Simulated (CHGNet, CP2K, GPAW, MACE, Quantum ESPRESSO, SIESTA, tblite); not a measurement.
## GPAW runs on LaSb (Fm-3m) (64 atoms)

Aim: run LaSb (Fm-3m) (64 atoms) in GPAW and see how near its forces come to a plane-wave reference, and at what cost.

Main program and level: GPAW 26.7.0; the method is named at each step.

### 1. Set-up

The cell holds 64 atoms: 32 La and 32 Sb. Cell: a = 12.980 Å, b = 12.980 Å, c = 12.980 Å, α = 90.0°, β = 90.0°, γ = 90.0°. It derives from LaSb (Fm-3m), repeated 2×2×2. LaSb, space group Fm-3m, structure from the Crystallography Open Database, 2 x 2 x 2 conventional cells; every coordinate displaced by a Gaussian of 0.06 Å. Then every atom was moved at random, 0.05 Å r.m.s. a Cartesian component.

The yardstick, on the same geometry:

* method: Kohn-Sham DFT, PBE, SSSP efficiency 1.3.0 pseudopotentials, plane waves (Quantum ESPRESSO 7.5); sssp-pbe-1.3.0-efficiency, cutoffs 60/480 Ry, Γ point
* r.m.s. force component: 0.445 eV/Å
* longest force: 1.721 eV/Å
* pressure: 2.258 GPa
* time: 27 min on 4 MPI ranks of Arm Neoverse V1, shared host
* CPU time: 1.8 h

### 2. PBE, plane waves 550 eV

Method: Kohn-Sham DFT, PBE, PAW, plane waves.

Contents of run.py:

```python
import numpy as np
from ase.io import read
from gpaw import GPAW, FermiDirac, PW
from ase.parallel import parprint as print

atoms = read("structure.xyz")
atoms.calc = GPAW(
    mode=PW(550),
    xc="PBE",
    kpts={"size": (1, 1, 1), "gamma": True},
    occupations=FermiDirac(0.05),
    maxiter=200,
    symmetry={"point_group": False},
    nbands=488,
    txt="gpaw.txt",
)
energy = atoms.get_potential_energy(force_consistent=True)
forces = atoms.get_forces()
print(f"energy {energy:.6f} eV")
print("forces (eV/A)")
for i, (a, f) in enumerate(zip(atoms, forces)):
    print(f"{i:4d} {a.symbol:2s} {f[0]:10.5f} {f[1]:10.5f} {f[2]:10.5f}")
stress = -atoms.get_stress(voigt=False) * 160.21766
print("stress (GPa, compression positive)")
for row in stress:
    print(" ".join(f"{x:10.4f}" for x in row))
print(f"Fermi level {atoms.calc.get_fermi_level():.4f} eV")
for k in range(len(atoms.calc.get_ibz_k_points())):
    for s in range(atoms.calc.get_number_of_spins()):
        e = atoms.calc.get_eigenvalues(kpt=k, spin=s)
        n = np.searchsorted(e, atoms.calc.get_fermi_level())
        print(f"k {k} spin {s} levels about the Fermi level:", np.round(e[max(n - 6, 0):n], 4).tolist(), "|", np.round(e[n:n + 6], 4).tolist())
```

Contents of structure.xyz:

```xyz
64
Lattice="12.98000 0.00000 0.00000 0.00000 12.98000 0.00000 0.00000 0.00000 12.98000" Properties=species:S:1:pos:R:3 pbc="T T T"
La 0.11280 12.97650 0.00350
La 12.96780 3.18296 3.23682
La 3.30873 12.92237 3.30964
La 3.34910 3.24747 0.07775
Sb 3.25824 0.08541 12.87577
Sb 0.00636 3.21216 12.95845
Sb 0.01973 0.07476 3.25227
Sb 3.20762 3.22358 3.26746
La 12.96170 12.88525 6.40083
La 12.96481 3.37986 9.70333
La 3.26551 12.92717 9.78562
La 3.21696 3.17634 6.42043
Sb 3.40517 12.90887 6.49818
Sb 12.86889 3.28485 6.39330
Sb 12.94651 12.95521 9.77173
Sb 3.22839 3.28225 9.68581
La 12.90848 6.49182 0.14382
La 0.05802 9.80964 3.45151
La 3.31626 6.48027 3.21424
La 3.33093 9.70216 0.01635
Sb 3.13662 6.43977 0.08035
Sb 0.14122 9.73176 0.20236
Sb 12.95586 6.42977 3.10832
Sb 3.27044 9.61831 3.27615
La 0.03141 6.45768 6.36293
La 12.97455 9.64829 9.80626
La 3.22579 6.37617 9.71722
La 3.21683 9.85571 6.54205
Sb 3.34482 6.39486 6.46144
Sb 0.03453 9.67373 6.46729
Sb 12.92471 6.48740 9.83118
Sb 3.24967 9.69256 9.64596
La 6.39745 0.04556 0.04206
La 6.37084 3.19996 3.17283
La 9.73837 0.00532 3.34611
La 9.69684 3.16258 0.13525
Sb 9.69243 12.89524 12.95819
Sb 6.59021 3.21800 12.90056
Sb 6.44769 12.90017 3.30055
Sb 9.61104 3.35260 3.14155
La 6.46326 0.19145 6.45872
La 6.46677 3.36143 9.61130
La 9.68412 0.13979 9.69749
La 9.77031 3.34066 6.63888
Sb 9.83663 0.03193 6.54633
Sb 6.43769 3.14596 6.51103
Sb 6.57424 12.86954 9.72877
Sb 9.77303 3.22060 9.79029
La 6.49260 6.55542 0.10202
La 6.57710 9.79575 3.30367
La 9.76797 6.52518 3.23903
La 9.65193 9.62934 0.06542
Sb 9.90413 6.53971 12.82956
Sb 6.59877 9.66854 12.95183
Sb 6.48779 6.61850 3.32366
Sb 9.78666 9.66608 3.23150
[... 4 atom lines left out ...]
Sb 9.66439 6.57048 6.44509
Sb 6.46365 9.61338 6.52946
Sb 6.28660 6.55853 9.71657
Sb 9.83326 9.73902 9.74616
```

Run with:

```bash
$ OMP_NUM_THREADS=1 mpirun -np 2 gpaw python run.py > output.txt
```

What it wrote:

```text
energy -364.516156 eV
forces (eV/A)
   0 La   -0.78653   -0.07989    0.02696
   1 La   -0.15864    0.41757   -0.14880
   2 La   -0.35654   -0.07483   -0.39463
   3 La   -0.37339    0.08196   -0.30503
   4 Sb    0.02514   -0.43256    0.65885
   5 Sb    0.18931    0.05834   -0.02916
   6 Sb   -0.04573   -0.45009   -0.19857
   7 Sb   -0.14288   -0.00451   -0.25635
   8 La    0.43324    0.68636    0.58611
   9 La    0.21753   -0.73505   -0.02733
  10 La   -0.01601    0.26835   -0.54513
  11 La   -0.31152    0.09425    0.50270
  12 Sb   -0.71540    0.58282    0.16180
  13 Sb    0.54735   -0.42432    0.34929
  14 Sb    0.11561    0.05386   -0.18009
  15 Sb   -0.01808   -0.60472    0.04736
  16 La    0.74985   -0.01798   -1.21392
  17 La    0.03538   -0.28684   -1.16149
  18 La   -0.22899   -0.29502    0.44132
  19 La   -0.14149    0.08877    0.08297
  20 Sb    0.44878    0.21798   -0.53992
  21 Sb   -0.30237    0.02263   -0.37268
  22 Sb    0.24512    0.18368    1.27364
  23 Sb    0.09781    0.52951   -0.14541
[...]
56 La   -0.24238    0.24362   -0.20166
  57 La   -0.01898    0.33528   -0.73706
  58 La    0.24980    0.37807    0.38576
  59 La   -0.68420    0.46298    0.65278
  60 Sb    0.62409   -0.31228   -0.08508
  61 Sb    0.27436    0.34293    0.10555
  62 Sb    0.70232   -0.26791    0.39277
  63 Sb   -0.30904    0.07540   -0.26466
stress (GPa, compression positive)
    2.0602     0.0308     0.0169
    0.0308     2.1561     0.0185
    0.0169     0.0185     2.1340
Fermi level 7.5730 eV
k 0 spin 0 levels about the Fermi level: [7.2991, 7.3045, 7.3504, 7.3824, 7.4052, 7.4107] | [7.7136, 7.7377, 7.7565, 7.8639, 7.874, 7.8972]
```

gpaw.txt:

```text
Input parameters:
  mode=PW(ecut=550.0),
  kpts=MonkhorstPack(size=(1, 1, 1), gamma=True),
  maxiter=200,
  nbands=488,
  occupations=Occupations(name='fermi-dirac', width=0.05, fixmagmom=False),
  symmetry=Symmetry(point_group=False),
  xc=XC(name='PBE')
Diagonalizing LCAO Hamiltonian
Converting LCAO to pw mode
         .-----------------------Sb------.
        /|                               |
       / |             Sb                |
      /  |                               |
     /   |       La      Sb  Sb          Sb
    /    |                               |
   Sb    |     Sb  Sb  La      Sb      La|
  /      |                               |
 *       Sb  La  Sb  Sb      La      Sb  La
 |       |                               |
 |     Sb| Sb  La  La  Sb  Sb  La  La    |
 |       |                               |
 |   La  |   Sb  La  La  La  Sb          |
 |       |                               |
 |     La| La  Sb  Sb  La  La  Sb  Sb    |
[... lines left out ...]
  Converge bands: occupied
[... lines left out ...]
  Fermi-Dirac:
[... lines left out ...]
convergence criteria:
- Maximum [total energy] change in last 3 cyles: 0.0005 eV / valence electron
- Maximum integral of absolute [dens]ity change: 0.0001 electrons / valence electron
- Maximum integral of absolute [eigenst]ate change: 4e-08 eV^2 / valence electron
maximum number of iterations: 200
SCF iterations
|iter     |      energy | eigst |  dens |
|---------|-------------|-------|-------|
|iter:   1| -366.034505 | +0.74 |       |
|iter:   2| -366.667664 | -0.33 | -1.31 |
|iter:   3| -365.337337 | -0.21 | -1.38 |
|iter:   4| -365.101311 | -0.64 | -1.63 |
|iter:   5| -364.540901 | -1.17 | -1.74 |
|iter:   6| -365.044769 | -1.36 | -1.92 |
|iter:   7| -364.701034 | -1.44 | -2.06 |
|iter:   8| -364.463278 | -1.92 | -2.27 |
|iter:   9| -364.478187c| -2.38 | -2.70 |
|iter:  10| -364.456316c| -2.77 | -2.76 |
|iter:  11| -364.456048c| -3.16 | -3.07 |
[...]
|iter:  16| -364.457056c| -4.34 | -3.80 |
|iter:  17| -364.456948c| -4.62 | -3.99 |
|iter:  18| -364.457072c| -4.87 | -4.14c|
|iter:  19| -364.457035c| -5.12 | -4.52c|
|iter:  20| -364.457039c| -5.33 | -4.83c|
[...]
|iter:  28| -364.457040c| -7.07 | -5.91c|
|iter:  29| -364.457040c| -7.31 | -5.86c|
|iter:  30| -364.457038c| -7.49c| -6.12c|
Converged in 30 steps
SCF loop duration: 1009.843 s (33.661 s/step)
Energy contributions relative to reference atoms: (reference = -13036629.791010)
Energy contributions:
  Kinetic:         458.965339
  Coulomb:        -403.410771
  Zero:            -10.270439
  External:          0.000000
  Xc:             -409.682048
  Entropy:          -0.118237
  Spinorbit:         0.000000
  ----------------------------
  Free energy:    -364.516156
  Extrapolated:   -364.457038
dipole moment: (172.927613, 102.707720, -421.535425)  # |e|*Ang
Fermi level: 7.573
Eigenvalues  # (at kpt = [0.000, 0.000, 0.000])
| band index |      eig [eV] | occ [0-2] |
|------------|---------------|-----------|
|          0 |       -25.133 |     2.000 |
|        ... |               |           |
|        408 |         7.267 |     1.996 |
|        409 |         7.280 |     1.994 |
[...]
|        ... |               |           |
[...]
Gap: 0.303 eV
Transition (v -> c):
  (s=0, k=0, n=415, [0.00, 0.00, 0.00]) -> (s=0, k=0, n=416, [0.00, 0.00, 0.00])
No difference between direct/indirect transitions
Force computation time: 10.910  # s
Stress tensor  # eV/Ang^3
|         x |         y |         z |
|-----------|-----------|-----------|
[...]
| -0.000192 | -0.013457 | -0.000116 |
| -0.000105 | -0.000116 | -0.013320 |
Stress computation time: 57.779  # s
```

It took 19 min on 2 MPI ranks of Arm Neoverse V1, shared host; peak memory 2.9 GiB.

Banners, paths, timers and routine set-up lines are dropped from the logs unmarked, and long logs keep their key lines alone; longer cuts are marked.

Compared with the plane-wave run:

```yaml
r_m_s_force_component: 0.4418 eV/Å
r_m_s_difference_of_force_components: 3.531 meV/Å
longest_difference_of_force_vectors: 14.67 meV/Å
force_difference_over_r_m_s_force: 0.7934 %
slope_of_forces_against_the_reference_s: 0.9927
correlation_of_force_components: 1
spacing_of_highest_filled_and_lowest_empty_level: 0.3029 eV
pressure: 2.117 GPa
pressure_difference: -0.1409 GPa
```

Length of the force difference by element (eV/Å):

| element | atoms | mean | most |
| --- | --- | --- | --- |
| La | 32 | 0.0049 | 0.015 |
| Sb | 32 | 0.0059 | 0.012 |

Levels nearest the highest filled one (eV from it): -0.11, -0.11, -0.06, -0.03, -0.01, 0.00, 0.30, 0.33, 0.35, 0.45, 0.46, 0.49.

Local excerpt of 9 atoms (numbers count through the whole input) about La41, which bears the longest force; x, y, z are measured from there.

| atom | x | y | z | distance (Å) | bonds | Fx | Fy | Fz (eV/Å) |
| --- | --- | --- | --- | --- | --- | --- | --- | --- |
| La41 | 0.00 | 0.00 | 0.00 | 0.00 | 6 | 0.73 | -1.52 | 0.23 |
| Sb46 | -0.03 | 2.95 | 0.05 | 2.96 | 6 | 0.27 | 1.01 | -0.49 |
| Sb13 | -3.06 | -0.26 | 0.04 | 3.07 | 6 | -0.72 | 0.58 | 0.16 |
| Sb39 | -0.02 | -0.27 | -3.16 | 3.17 | 6 | 0.41 | 0.46 | -0.18 |
| Sb47 | 0.11 | -0.30 | 3.27 | 3.29 | 6 | -0.58 | 0.33 | 0.10 |
| Sb45 | 3.37 | -0.16 | 0.09 | 3.38 | 6 | -0.46 | -0.08 | -0.28 |
| Sb62 | 0.00 | -3.56 | 0.07 | 3.56 | 6 | 0.27 | 0.34 | 0.11 |
| La12 | -3.25 | 2.98 | -0.04 | 4.41 | 6 | -0.31 | 0.09 | 0.50 |
| La34 | -0.09 | 3.01 | -3.29 | 4.46 | 6 | 0.54 | 0.39 | 0.26 |

Atoms are counted from 1 here, from 0 in the log.

Forces lie 0.79 % from the reference's, at 0.36 times its CPU time (on 2 against 4 cores).

Further runs of this program without a result: GPAW PBE, LCAO dzp, h 0.2 Å (cut off at its time limit); GPAW PBE, LCAO sz(dzp), h 0.2 Å (stopped at the start); GPAW PBE, LCAO szp(dzp), h 0.2 Å (stopped at the start).

### 3. Summary of results

| Quantity | Value |
| --- | --- |
| force difference from the reference | GPAW PBE, plane waves 550 eV, 0.79 % |
| its CPU time | 38 min |

**Reading.** PBE on plane waves or a grid with other potentials, cutoffs or grids differs from the reference by 0.79 % (GPAW PBE, plane waves 550 eV) of the r.m.s. force; this holds the reference's own error, so differences of a few per cent don't tell which side is nearer the exact PBE result. One electronic-structure run takes under half the reference's CPU time: GPAW PBE, plane waves 550 eV, at 0.79 % in 38 min against 1.8 h. The reference's pressure holds the uncorrected Pulay stress of its 60 Ry basis, so small pressure differences, and their order, may be the reference's own error. The reference's pressure of 2.3 GPa belongs to a cell and atoms that aren't relaxed at this level. The electronic-structure runs sample only Γ, in a cell whose shortest periodic width is 13 Å. Spin–orbit coupling is left out, which matters for the levels of the heavy elements.

[Also dropped from logs without a mark: logging warnings of Python, and SIESTA's first energy breakdown and zero terms.]

[Logs are printed without paths, hosts, clocks, repeated set-up lines and the standing remarks that a program may print on its own settings, such as how far it seeks lower states.]

[Hosts, paths, dates, database ids (printed as entryN), source tags and the programs' standing remarks are cut or masked in the printed files.]
